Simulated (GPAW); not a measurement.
# PtS2 (P-3m1) in GPAW: further runs

One crystal, PtS2, is run at these levels: PBE; tasks: band structure.

All numbers are computed with GPAW 26.7.0; they aren't measurements. Logs are shortened: lines on timing, memory, paths and dates and some standing lists are left out, and cuts for length are marked. The log counts tension as positive stress, the text compression.

## Step 1: The crystal as given

It takes space group P-3m1 (No. 164, trigonal). Conventional cell: a = 3.543 Å, b = 3.543 Å, c = 5.039 Å, α = 90.00°, β = 90.00°, γ = 120.00°. Around Pt (site symmetry -3m) lie 6 S at 2.34 Å. Around S (site symmetry 3m) lie 3 Pt at 2.34 Å.

## Step 2: Band structure, PBE

Input file run.py:

```python
from ase.dft.bandgap import bandgap
from ase.io import read, write
from ase.units import GPa
from gpaw import GPAW, PW

atoms = read('PtS2.xyz')

calc = GPAW(mode=PW(600),
            xc='PBE',
            kpts={'size': (9, 9, 5), 'gamma': True},
            occupations={'name': 'fermi-dirac', 'width': 0.05},
            nbands=26,
            convergence={'density': 1e-05, 'energy': 1e-05},
            maxiter=150,
            txt='gpaw.txt')
atoms.calc = calc
energy = atoms.get_potential_energy()
forces = atoms.get_forces()
stress = atoms.get_stress()
calc.write('gs.gpw')
write('result.traj', atoms)
print(f'Energy: {energy:.6f} eV')
print('Forces (eV/A):')
print(forces.round(4))
print('Stress (GPa):', (stress / GPa).round(3))
print('Fermi level:', round(calc.get_fermi_level(), 4), 'eV')
print(f'Gap: {bandgap(calc)[0]:.4f} eV, direct: {bandgap(calc, direct=True)[0]:.4f} eV')

path = atoms.cell.bandpath('GMKGALHA,LM,KH', npoints=80, eps=1e-4)
bs_calc = calc.fixed_density(kpts=path, symmetry='off', nbands=40,
                             convergence={'bands': 'CBM+6.0', 'eigenstates': 1e-6}, txt='bands.txt')
bs = bs_calc.band_structure()
bs.write('bs.json')
print(f'Gap on the path: {bandgap(bs_calc)[0]:.4f} eV')
```

Input file PtS2.xyz:

```xyz
3
Lattice="3.5432000000 0.0000000000 0.0000000000 -1.7716000000 3.0685012107 0.0000000000 0.0000000000 0.0000000000 5.0388000000" Properties=species:S:1:pos:R:3 pbc="T T T"
Pt     0.0000000000      0.0000000000      0.0000000000
S      1.7716000002      1.0228337368      3.8949924000
S     -0.0000000002      2.0456674739      1.1438076000
```

Potentials or basis: GPAW PAW data sets (gpaw-data 1.2.1), pw.

On the command line:

```sh
OMP_NUM_THREADS=1 python run.py
```

gpaw.txt:

```text
__  _  _
 | _ |_)|_||  |
 |__||  | ||/\| - 26.7.0

Input parameters:
  mode=PW(ecut=600.0),
  convergence={'density': 1e-05, 'energy': 1e-05},
  kpts=MonkhorstPack(size=(9, 9, 5), gamma=True),
  maxiter=150,
  nbands=26,
  occupations=Occupations(name='fermi-dirac', width=0.05),
  xc=XC(name='PBE')

Diagonalizing LCAO Hamiltonian
Converting LCAO to pw mode

            S

         S

       Pt

Atoms  # Å, Bohr magnetons
|   | symbol |         x |        y |        z |    initial magnetic moments |
|---|--------|-----------|----------|----------|-----------------------------|
| 0 |     Pt |  0.000000 | 0.000000 | 0.000000 | ( 0.0000,  0.0000,  0.0000) |
| 1 |      S |  1.771600 | 1.022834 | 3.894992 | ( 0.0000,  0.0000,  0.0000) |
| 2 |      S | -0.000000 | 2.045667 | 1.143808 | ( 0.0000,  0.0000,  0.0000) |

Unit cell  # Å
| periodic |         x |        y |        z |  lengths |     angles |
|----------|-----------|----------|----------|----------|------------|
|      yes |  3.543200 | 0.000000 | 0.000000 | 3.543200 |  90.000000 |
|      yes | -1.771600 | 3.068501 | 0.000000 | 3.543200 |  90.000000 |
|      yes |  0.000000 | 0.000000 | 5.038800 | 5.038800 | 120.000000 |

Number of symmetries: 12
Symmetry operations  # r_c * U_cc + t_c -> r_c
|    | kind |            matrix            |
|----|------|------------------------------|
|  0 |  σ   |  1, 1, 0,  0,-1, 0,  0, 0, 1 |
|  1 |  S6  |  1, 1, 0, -1, 0, 0,  0, 0,-1 |
|  2 |  E   |  1, 0, 0,  0, 1, 0,  0, 0, 1 |
|  3 |  C2  |  1, 0, 0, -1,-1, 0,  0, 0,-1 |
|  4 |  C2  |  0, 1, 0,  1, 0, 0,  0, 0,-1 |
|  5 |  C3  |  0, 1, 0, -1,-1, 0,  0, 0, 1 |
|  6 |  S6  |  0,-1, 0,  1, 1, 0,  0, 0,-1 |
|  7 |  σ   |  0,-1, 0, -1, 0, 0,  0, 0, 1 |
|  8 |  σ   | -1, 0, 0,  1, 1, 0,  0, 0, 1 |
|  9 |  i   | -1, 0, 0,  0,-1, 0,  0, 0,-1 |
| 10 |  C3  | -1,-1, 0,  1, 0, 0,  0, 0, 1 |
| 11 |  C2  | -1,-1, 0,  0, 1, 0,  0, 0,-1 |

BZ-sampling:
  Number of BZ points: 405
  Number of IBZ points: 50

  Monkhorst-Pack size: [9, 9, 5]
  Monkhorst-Pack shift: [0, 0, 0]

K-points  # in reciprocal-cell coordinates
|     |                                coordinates |     weight |
|-----|--------------------------------------------|------------|
|   0 | (  0.00000000,   0.00000000,   0.00000000) | 0.00246914 |
|   1 | (  0.00000000,   0.00000000,   0.20000000) | 0.00493827 |
|   2 | (  0.00000000,   0.00000000,   0.40000000) | 0.00493827 |
|   3 | (  0.11111111,   0.00000000,  -0.40000000) | 0.01481481 |
|   4 | (  0.11111111,   0.00000000,  -0.20000000) | 0.01481481 |
|   5 | (  0.11111111,   0.00000000,   0.00000000) | 0.01481481 |
|   6 | (  0.11111111,   0.00000000,   0.20000000) | 0.01481481 |
|   7 | (  0.11111111,   0.00000000,   0.40000000) | 0.01481481 |
|   8 | (  0.22222222,  -0.11111111,   0.00000000) | 0.01481481 |
|   9 | (  0.22222222,  -0.11111111,   0.20000000) | 0.02962963 |
| ... |                                            |            |
|  49 | (  0.44444444,   0.44444444,   0.40000000) | 0.02962963 |

Plane wave coefficients: 1863
Cutoff: 600.0 eV

Spin-components: 1 (collinear spins)
Bands:           26
Projectors:      16
Spin-degeneracy: 2
Datatype:        complex128

Parallelization:
  kpt:    1
  domain: 1
  band:   1

Density:
  Valence electrons: 28.0
  Components: 1
  Grid points: [21 21 30]
  Charge: 0.0  # |e|

Potential:
  Grid points: [21 21 30]

species:
  Pt:
    name:    Platinum
    Z:       78.0
    valence: 16
    core:    62
    charge:  0.0  # [|e|]
    compensation charges:
      type: gauss
      rc: 0.41  # [Å]
      lmax: 2
    cutoffs:
      filter: 2.26  # [Å]
      core: 2.26  # [Å]
    projectors
    | kind |    occ | energy [eV] | rcut [Å] |
    |------|--------|-------------|----------|
    |   6s |  1.000 |      -5.628 |    1.307 |
    |   5p |  6.000 |     -56.051 |    1.371 |
    |   6p |  0.000 |      -0.845 |    1.371 |
    |   5d |  9.000 |      -6.153 |    1.307 |
    |    s |        |      21.583 |    1.307 |
    |    d |        |      21.058 |    1.307 |

    Using partial waves for Pt as LCAO basis

  S:
    name:    Sulfur
    Z:       16.0
    valence: 6
    core:    10
    charge:  0.0  # [|e|]
    compensation charges:
      type: gauss
      rc: 0.24  # [Å]
      lmax: 2
    cutoffs:
      filter: 1.77  # [Å]
      core: 1.66  # [Å]
    projectors
    | kind |    occ | energy [eV] | rcut [Å] |
    |------|--------|-------------|----------|
    |   3s |  2.000 |     -17.254 |    0.974 |
    |   3p |  4.000 |      -7.008 |    0.979 |
    |    s |        |       9.957 |    0.974 |
    |    p |        |      20.203 |    0.979 |
    |    d |        |       0.000 |    0.900 |

    Using partial waves for S as LCAO basis

Reference energy: -522090.602563  # eV

eigensolver:
  PPCG
  Converge bands: occupied
  niter=2

density mixing:
  MSR1-Mixer
  Pratt-step length: 0.05
  Maximum mixing coefficient: 0.75
  Old densities: 10
  SVD Regularization: 0.005
  Good broyden scale: 1.0
  Trust region scale: 1.0
  Backstep threshold: 4.0
  History deletion threshold: 6.0
  Fourier metric: weight=20.0, sigma=0.015

occupation numbers:
  Fermi-Dirac:
    width: 0.0500  # eV

poisson solver:
  ecut: 4800.0  # eV

xc functional:
  name: PBE with 2 nearest neighbor stencil

convergence criteria:
[... 6 lines left out ...]
|iter     | |      energy | eigst |  dens |
|---------|-|-------------|-------|-------|
|iter:   1| |  -17.023964 | +0.36 |       |
|iter:   2| |  -16.488312 | -1.67 | -1.05 |
|iter:   3| |  -15.533655 | -1.57 | -1.13 |
|iter:   4| |  -15.511227 | -3.24 | -1.61 |
|iter:   5| |  -15.497346 | -3.27 | -1.82 |
|iter:   6| |  -15.497393 | -4.70 | -2.77 |
|iter:   7| |  -15.497471c| -5.07 | -3.23 |
|iter:   8| |  -15.497474c| -6.66 | -4.03 |
|iter:   9| |  -15.497474c| -7.57c| -4.52 |
|iter:  10| |  -15.497474c| -7.85c| -5.08c|

Converged in 10 steps
Energy contributions relative to reference atoms: (reference = -522090.602563)

Energy contributions:
  Kinetic:          12.471755
  Coulomb:         -13.205669
  Zero:             -0.301831
  External:          0.000000
  Xc:              -14.461726
  Entropy:          -0.000005
  Spinorbit:         0.000000
  ----------------------------
  Free energy:     -15.497477
  Extrapolated:    -15.497474

dipole moment: (-6.144397, -10.642408, -17.475947)  # |e|*Ang

Fermi level: 7.868
Eigenvalues  # (at kpt = [0.000, 0.000, 0.000])
| band index |      eig [eV] | occ [0-2] |
|------------|---------------|-----------|
|          0 |       -46.520 |     2.000 |
|        ... |               |           |
|          6 |         0.377 |     2.000 |
|          7 |         0.494 |     2.000 |
|          8 |         3.396 |     2.000 |
|          9 |         3.396 |     2.000 |
|         10 |         5.600 |     2.000 |
|         11 |         6.269 |     2.000 |
[... 8 lines left out ...]
|         20 |        19.345 |     0.000 |
|         21 |        19.921 |     0.000 |
|        ... |               |           |
|         25 |        21.130 |     0.000 |

Gap: 0.990 eV
Transition (v -> c):
  (s=0, k=12, n=13, [0.22, 0.00, -0.20]) -> (s=0, k=22, n=14, [0.33, 0.00, -0.20])
Direct/indirect transitions are different
Direct gap: 1.039 eV
Transition at: (s=0, k=12, n=13, [0.22, 0.00, -0.20])

Forces  # eV/Ang
|        x |        y |        z |
|----------|----------|----------|
|  0.00000 | -0.00000 |  0.00000 |  # Pt   0
| -0.00000 |  0.00000 | -1.29180 |  # S    1
|  0.00000 | -0.00000 |  1.29180 |  # S    2

Stress tensor  # eV/Ang^3
|         x |         y |         z |
|-----------|-----------|-----------|
| -0.076986 |  0.000000 |  0.000000 |
|  0.000000 | -0.076986 |  0.000000 |
|  0.000000 |  0.000000 | -0.065977 |

# Writing to gs.gpw (mode='')
```

Wall time 88 s (1 thread of Arm Neoverse V2, shared host); peak memory 0.35 GiB.

What came out:

```yaml
Free_energy: -15.4975 eV
Pressure: 11.7 GPa
Largest_force: 1.292 eV/Å
Band_gap_on_the_k_mesh: 0.99 eV, indirect (least direct gap 1.04 eV)
Band_gap_along_the_path: 0.99 eV, indirect (least direct gap 1.53 eV)
```

Forces on the atoms (eV/Å):
```
Pt   0.000  0.000  0.000
S    0.000  0.000 -1.292
S    0.000  0.000  1.292
```

Levels at the corners of the path, in eV from the valence-band top:
| point | band 10 | band 11 | band 12 | band 13 | band 14 | band 15 | band 16 | band 17 | band 18 |
| --- | --- | --- | --- | --- | --- | --- | --- | --- | --- |
| Γ | -3.97 | -1.77 | -1.10 | -1.10 | -0.10 | 2.46 | 2.46 | 4.80 | 5.80 |
| M | -3.38 | -3.33 | -3.22 | -2.97 | -2.32 | 1.78 | 2.84 | 5.54 | 6.55 |
| K | -4.55 | -3.66 | -2.66 | -1.48 | -1.48 | 1.04 | 1.04 | 5.74 | 8.06 |
| Γ | -3.97 | -1.77 | -1.10 | -1.10 | -0.10 | 2.46 | 2.46 | 4.80 | 5.80 |
| A | -4.00 | -2.46 | -1.29 | -1.29 | -0.88 | 2.93 | 2.93 | 5.47 | 7.37 |
| L | -3.34 | -3.26 | -3.06 | -2.70 | -1.34 | 2.09 | 2.35 | 5.43 | 5.58 |
| H | -4.36 | -3.54 | -3.53 | -1.88 | -1.88 | 2.23 | 2.23 | 7.31 | 7.96 |
| A | -4.00 | -2.46 | -1.29 | -1.29 | -0.88 | 2.93 | 2.93 | 5.47 | 7.37 |
| L | -3.34 | -3.26 | -3.06 | -2.70 | -1.34 | 2.09 | 2.35 | 5.43 | 5.58 |
| M | -3.38 | -3.33 | -3.22 | -2.97 | -2.32 | 1.78 | 2.84 | 5.54 | 6.55 |
| K | -4.55 | -3.66 | -2.66 | -1.48 | -1.48 | 1.04 | 1.04 | 5.74 | 8.06 |
| H | -4.36 | -3.54 | -3.53 | -1.88 | -1.88 | 2.23 | 2.23 | 7.31 | 7.96 |

Caveat: spin-orbit coupling is left out, which moves the levels of the heavy elements; forces of over 1 eV/Å show positions far from the minimum, so gaps and moduli don't describe the material at rest.

(Continued in part 2 of 2.)
